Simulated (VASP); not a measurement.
# TiO2 (P4_2/mnm) in VASP: further runs, part 2 of 2

VASP 6.6.1.

### Step 3. Band structure, RPBE

This run uses another cell than the first one, of 10.92 Å³/atom, 1.024 times its volume.

INCAR reads:

```
SYSTEM = TiO2
PREC = Accurate ; ENCUT = 520
EDIFF = 1E-6 ; ISMEAR = 0
SIGMA = 0.03 ; LREAL = .FALSE.
LASPH = .TRUE. ; NELM = 80
ALGO = Normal ; ISIF = 2
LWAVE = .FALSE. ; LCHARG = .FALSE.
LMAXMIX = 4 ; GGA = RP
NBANDS = 33 ; ICORELEVEL = 1
KPAR = 2
```

KPOINTS reads:

```
Automatic mesh
0
G
  6 6 10
  0 0 0
```

POSCAR reads:

```
TiO2                                    
1.0
    4.6877263570     -0.0000000000      0.0000000000
    0.0000000000      4.6877263570      0.0000000000
    0.0000000000      0.0000000000      2.9823564411
  Ti              O             
     2     4
Direct
     0.0000000000000000    0.0000000000000000    0.0000000000000000
     0.5000000000000000    0.5000000000000000    0.5000000000000000
     0.3057571142997900    0.3057571142997900    1.0000000000000000
     0.1942428857002099    0.8057571142997900    0.5000000000000000
     0.6942428857002100    0.6942428857002100    0.0000000000000000
     0.8057571142997900    0.1942428857002099    0.5000000000000000
```

KPOINTS_OPT reads:

```
explicit points
186
Reciprocal
 0.0000000000  0.0000000000  0.0000000000 1
 0.0000000000  0.0263157895  0.0000000000 1
 0.0000000000  0.0526315789  0.0000000000 1
 0.0000000000  0.0789473684  0.0000000000 1
 0.0000000000  0.1052631579  0.0000000000 1
 0.0000000000  0.1315789474  0.0000000000 1
[... 178 lines left out ...]
 0.0000000000  0.5000000000  0.0000000000 1
 0.0000000000  0.0000000000  0.5000000000 1
```

Potentials or basis: VASP PAW PBE potentials, release 64 (Ti_sv, O).

On the command line:

```console
cat potpaw_PBE.64/Ti_sv/POTCAR potpaw_PBE.64/O/POTCAR > POTCAR
mpirun -np 2 vasp_std > vasp.out
```

It took 62 s on 2 MPI ranks of Intel Xeon 6975P-C (Granite Rapids), shared host; peak memory 0.28 GiB.

Results (log left out):

| Quantity | Value |
| --- | --- |
| Free energy | -51.2129 eV |
| Pressure | 0.3 GPa |
| Largest force | 0.004 eV/Å |
| Band gap on the k mesh | 1.84 eV, direct |
| Band gap along the path | 1.84 eV, direct |

Forces on the atoms (eV/Å):
```
Ti   0.000  0.000  0.000
Ti   0.000  0.000  0.000
O   -0.003 -0.003  0.000
O    0.003 -0.003  0.000
O    0.003  0.003  0.000
O   -0.003  0.003  0.000
```

Levels at the corners of the path, in eV from the valence-band top:
```csv
point,band 21,band 22,band 23,band 24,band 25,band 26,band 27,band 28
Γ,-0.64,-0.40,-0.40,0.00,1.84,2.13,2.39,2.44
X,-1.48,-1.48,-0.68,-0.68,2.46,2.46,2.88,2.88
X,-1.48,-1.48,-0.68,-0.68,2.46,2.46,2.88,2.88
M,-1.20,-1.20,-0.99,-0.99,1.87,1.87,2.46,2.46
M,-1.20,-1.20,-0.99,-0.99,1.87,1.87,2.46,2.46
Γ,-0.64,-0.40,-0.40,0.00,1.84,2.13,2.39,2.44
Γ,-0.64,-0.40,-0.40,0.00,1.84,2.13,2.39,2.44
Z,-2.07,-2.07,-1.36,-1.36,2.81,2.81,3.09,3.09
Z,-2.07,-2.07,-1.36,-1.36,2.81,2.81,3.09,3.09
R,-1.91,-1.91,-0.93,-0.93,1.89,1.89,3.11,3.11
R,-1.91,-1.91,-0.93,-0.93,1.89,1.89,3.11,3.11
A,-1.13,-1.13,-0.66,-0.66,2.50,2.50,3.11,3.11
A,-1.13,-1.13,-0.66,-0.66,2.50,2.50,3.11,3.11
Z,-2.07,-2.07,-1.36,-1.36,2.81,2.81,3.09,3.09
X,-1.48,-1.48,-0.68,-0.68,2.46,2.46,2.88,2.88
R,-1.91,-1.91,-0.93,-0.93,1.89,1.89,3.11,3.11
M,-1.20,-1.20,-0.99,-0.99,1.87,1.87,2.46,2.46
A,-1.13,-1.13,-0.66,-0.66,2.50,2.50,3.11,3.11
```

Core levels (eV, on the scale of the bands):
| atom | levels |
| --- | --- |
| 1 Ti | 1s -4858.6, 2s -527.7, 2p -435.0 |
| 2 Ti | 1s -4858.6, 2s -527.7, 2p -435.0 |
| 3 O | 1s -500.0 |
| 4 O | 1s -500.0 |
| 5 O | 1s -500.0 |
| 6 O | 1s -500.0 |

Caveat: the PAW data sets were made with another functional, which shifts forces and pressure a little.

### Step 4. Band structure, PBEsol

This run uses another cell than the first one, of 10.34 Å³/atom, 0.969 times its volume.

INCAR reads:

```
  ALGO = Fast
  EDIFF = 1E-7
  ENCUT = 520
  GGA = PS
  ICORELEVEL = 1
  ISIF = 2
  ISMEAR = 0
  KPAR = 2
  LASPH = True
  LCHARG = False
  LMAXMIX = 4
  LREAL = False
  LWAVE = False
  NBANDS = 33
  NELM = 80
  PREC = Accurate
  SIGMA = 0.03
```

KPOINTS reads:

```
k-points
0
Gamma
  6 6 10
```

POSCAR reads:

```
TiO2                                    
1.0
    4.5927071378      0.0000000000      0.0000000000
    0.0000000000      4.5927071378      0.0000000000
    0.0000000000      0.0000000000      2.9417409249
  Ti              O             
     2     4
Direct
     0.0000000000000000    0.0000000000000000    0.0000000000000000
     0.5000000000000000    0.5000000000000000    0.5000000000000000
     0.3043249358208021    0.3043249358208021    1.0000000000000000
     0.1956750641791979    0.8043249358208020    0.5000000000000000
     0.6956750641791980    0.6956750641791980    0.0000000000000000
     0.8043249358208020    0.1956750641791979    0.5000000000000000
```

KPOINTS_OPT reads:

```
explicit points
141
Reciprocal
 0.0000000000  0.0000000000  0.0000000000 1
 0.0000000000  0.0357142857  0.0000000000 1
 0.0000000000  0.0714285714  0.0000000000 1
 0.0000000000  0.1071428571  0.0000000000 1
 0.0000000000  0.1428571429  0.0000000000 1
 0.0000000000  0.1785714286  0.0000000000 1
[... 133 lines left out ...]
 0.0000000000  0.5000000000  0.0000000000 1
 0.0000000000  0.0000000000  0.5000000000 1
```

On the command line:

```console
cat potpaw_PBE.64/Ti_sv/POTCAR potpaw_PBE.64/O/POTCAR > POTCAR
mpirun -np 2 vasp_std > vasp.out
```

Run time: 2.3 min. Hardware: 2 MPI ranks of Intel Xeon Platinum 8488C (Sapphire Rapids), shared host; peak memory 0.28 GiB.

It converged, with:

```
Free energy             : -56.0988 eV
Pressure                : 0.2 GPa
Band gap on the k mesh  : 1.83 eV, direct
Band gap along the path : 1.83 eV, direct
```

Levels at the corners of the path, in eV from the valence-band top:
```
point  band 20  band 21  band 22  band 23  band 24  band 25  band 26  band 27  band 28  band 29
    Γ    -1.97    -0.69    -0.46    -0.46     0.00     1.83     2.11     2.41     2.50     2.50
    X    -3.10    -1.64    -1.64    -0.76    -0.76     2.51     2.51     3.04     3.04     3.60
    X    -3.10    -1.64    -1.64    -0.76    -0.76     2.51     2.51     3.04     3.04     3.60
    M    -2.25    -1.30    -1.30    -1.09    -1.09     1.87     1.87     2.53     2.53     3.88
    M    -2.25    -1.30    -1.30    -1.09    -1.09     1.87     1.87     2.53     2.53     3.88
    Γ    -1.97    -0.69    -0.46    -0.46     0.00     1.83     2.11     2.41     2.50     2.50
    Γ    -1.97    -0.69    -0.46    -0.46     0.00     1.83     2.11     2.41     2.50     2.50
    Z    -2.81    -2.43    -2.43    -1.45    -1.45     2.98     2.98     3.22     3.22     3.68
    Z    -2.81    -2.43    -2.43    -1.45    -1.45     2.98     2.98     3.22     3.22     3.68
    R    -2.41    -2.08    -2.08    -1.06    -1.06     1.88     1.88     3.24     3.24     3.94
    R    -2.41    -2.08    -2.08    -1.06    -1.06     1.88     1.88     3.24     3.24     3.94
    A    -2.78    -1.31    -1.31    -0.68    -0.68     2.59     2.59     3.20     3.20     3.27
    A    -2.78    -1.31    -1.31    -0.68    -0.68     2.59     2.59     3.20     3.20     3.27
    Z    -2.81    -2.43    -2.43    -1.45    -1.45     2.98     2.98     3.22     3.22     3.68
    X    -3.10    -1.64    -1.64    -0.76    -0.76     2.51     2.51     3.04     3.04     3.60
    R    -2.41    -2.08    -2.08    -1.06    -1.06     1.88     1.88     3.24     3.24     3.94
    M    -2.25    -1.30    -1.30    -1.09    -1.09     1.87     1.87     2.53     2.53     3.88
    A    -2.78    -1.31    -1.31    -0.68    -0.68     2.59     2.59     3.20     3.20     3.27
```

Core levels (eV, on the scale of the bands):
```tsv
atom	levels
1 Ti	1s -4858.2, 2s -527.2, 2p -434.5
2 Ti	1s -4858.2, 2s -527.2, 2p -434.5
3 O	1s -500.0
4 O	1s -500.0
5 O	1s -500.0
6 O	1s -500.0
```

Caveat: the PAW data sets were made with another functional, which shifts forces and pressure a little.

### Step 5. The runs side by side

```csv
level,cell,gap on the mesh (eV),pressure (GPa)
PBE,"P4_2/mnm, 10.67 Å³/atom",1.82,0.2
RPBE,"P4_2/mnm, 10.92 Å³/atom",1.84,0.3
PBEsol,"P4_2/mnm, 10.34 Å³/atom",1.83,0.2
```

Alike in all rows: task band structure; potentials or basis VASP PAW PBE potentials, release 64 (Ti_sv, O); no spin polarisation; k mesh 6 × 6 × 10; cutoff (eV) 520; smearing gaussian 0.03 eV.

On the cell as given the gap runs from 1.82 eV (PBE) to 1.84 eV (RPBE).

Caveats: the PAW data sets were made with another functional, which shifts forces and pressure a little (some runs).

Total energies depend on the potentials used, so only differences within one code and one set of settings carry meaning.

### Step 6. How close it comes

Step 2. Measured gap of TiO2: 3.03 eV (direct; 1.6 K; quoted in “Shallow Valence Band of Rutile GeO2 and P-type Doping”, 2020, arxiv:2011.08928). This calculation gives 1.82 eV (-1.21 eV). 2 values of this kind are on record in papers (3.03 to 3.05 eV); this one was drawn at random among those near their median. The value is that of PBE, without temperature or zero-point motion. Semilocal functionals fall short of measured gaps as a rule.

Step 3. Against the measured gap of TiO2, 3.03 eV (direct; 1.6 K; quoted in “Shallow Valence Band of Rutile GeO2 and P-type Doping”, 2020, arxiv:2011.08928), the calculated 1.84 eV is off by -1.19 eV. 2 values of this kind are on record in papers (3.03 to 3.05 eV); this one was drawn at random among those near their median. The value is that of RPBE, without temperature or zero-point motion. Semilocal functionals fall short of measured gaps as a rule.

Step 4. Measured gap of TiO2: 3.03 eV (direct; 1.6 K; quoted in “Shallow Valence Band of Rutile GeO2 and P-type Doping”, 2020, arxiv:2011.08928). This calculation gives 1.83 eV (-1.20 eV). 2 values of this kind are on record in papers (3.03 to 3.05 eV); this one was drawn at random among those near their median. The value is that of PBEsol, without temperature or zero-point motion. Semilocal functionals fall short of measured gaps as a rule.
